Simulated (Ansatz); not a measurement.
# MgO: the cost of one run

Program: Ansatz 0.2.0. Level of theory: DFT PBE, scalar-relativistic, plane waves, PAW. These are calculated values, not measurements.

17 further runs of the same task are left out: 17 set aside as unsound or not needed.

**1. The system as given**

Symmetry: P6_3mc, No. 186, hexagonal system. The conventional cell has a = 3.315 Å, b = 3.315 Å, c = 5.122 Å, α = 90.00°, β = 90.00°, γ = 120.00°. Mg (site symmetry 3m) has 4 O at 1.99 to 2.01 Å as nearest neighbours. O (site symmetry 3m) is surrounded by 4 Mg at 1.99 to 2.01 Å.

Structure file:

```cif
data_structure
_symmetry_space_group_name_H-M 'P 1'
_symmetry_Int_Tables_number 1
_cell_length_a 3.3153
_cell_length_b 3.3153
_cell_length_c 5.1215
_cell_angle_alpha 90.000
_cell_angle_beta 90.000
_cell_angle_gamma 120.000
_cell_volume 48.75
loop_
_atom_site_label
_atom_site_type_symbol
_atom_site_fract_x
_atom_site_fract_y
_atom_site_fract_z
_atom_site_occupancy
Mg1 Mg 0.33333 0.66667 0.00632 1
Mg2 Mg 0.66667 0.33333 0.50632 1
O1 O 0.33333 0.66667 0.39828 1
O2 O 0.66667 0.33333 0.89828 1
```

It goes back to an entry of the Materials Project, which need not be the stable form.

This cell was relaxed beforehand with the same method: volume 12.19 Å³/atom, gap on the mesh 3.41 eV.

**2. Plan of the line**

Atoms count from 1 in the order of the input.

The energy is mapped over a free internal coordinate and the cell.

- shift of Mg1 along [0 0 1], its symmetry partners moved as symmetry demands (measured in the relaxed cell): 7 values from −0.15 to 0.15 Å
- c/a of the conventional cell at fixed volume: 7 values from 1.236 to 1.854

Nothing else is relaxed (all other coordinates fixed). Energies count from the relaxed crystal. Points are written as (first, second).

**3. Grid point (−0.15 Å, 1.854)**

input.yaml reads:

```yaml
crystal:
  lattice:
    - [3.1197997655, 0.0, 0.0]
    - [-1.5598998828, 2.7018258517, 0.0]
    - [0.0, 0.0, 5.7834848054]
  atoms:
    - { symbol: Mg, position: [0.3333333333, 0.6666666667, -0.0229692219] }
    - { symbol: Mg, position: [0.6666666667, 0.3333333333, 0.4770307781] }
    - { symbol: O, position: [0.3333333333, 0.6666666667, 0.3982811987] }
    - { symbol: O, position: [0.6666666667, 0.3333333333, 0.8982811987] }
basis:
  ecutwfc: 520.0
kpoints:
  mp_grid: { grid: [9, 9, 6] }
hamiltonian:
  xc: pbe
  pseudopotentials: { kind: paw, azcp: { folder: soft_1 } }
scf:
  occupations: { method: gaussian, width: 0.05 }
output:
  forces: true
  stress: true
  eigenvalues: true
  write_density: true
  write_potential: true
  elf: true
  volumetric_format: npy
```

Run with:

```console
> ansatz run input.yaml --threads 1 --pin off --max-ram 2048MiB --backend cpu --events-out ev --progress --plain --runs-dir out
```

Q: Estimate wall time and peak memory on 1 thread of Intel Xeon Platinum 8259CL at 2.50GHz (Skylake/Cascade Lake), shared host.

About 7.6 s, with a peak of 0.41 GiB.
